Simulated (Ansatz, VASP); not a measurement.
# One calculation of CdF2, two programs

```
Cd F
1.0
     0.00000    2.69400    2.69400
     2.69400    0.00000    2.69400
     2.69400    2.69400    0.00000
Cd F
1 2
Direct
  0.00000 0.00000 0.00000
  0.25000 0.25000 0.25000
  0.75000 0.75000 0.75000
```

Alike in both runs: task single point; functional PBE; k mesh 7 × 7 × 7; occupations fermi-dirac, width 0.0272 eV; no spin polarisation.

```csv
,VASP,Ansatz
version,VASP 6.6.1,Ansatz 0.2.0
potentials or method,"VASP PAW PBE potentials, release 64 (Cd, F)","PAW with Ansatz's default frozen-core files, scalar-relativistic"
plane-wave cutoff (eV),520,420
valence electrons in the cell,26,34
```

```tsv
	VASP	Ansatz	Ansatz less VASP
gap on the k mesh at the Fermi level (eV)	3.13	3.16	+0.033
pressure (GPa)	6.2	5.5	-0.75
```

The functional is the same, so the differences come from potentials, cutoffs and numerics. The two sets of potentials don't hold the same shells in valence.

Caveats: an odd mesh through Γ misses points on the zone boundary, where band edges often lie.
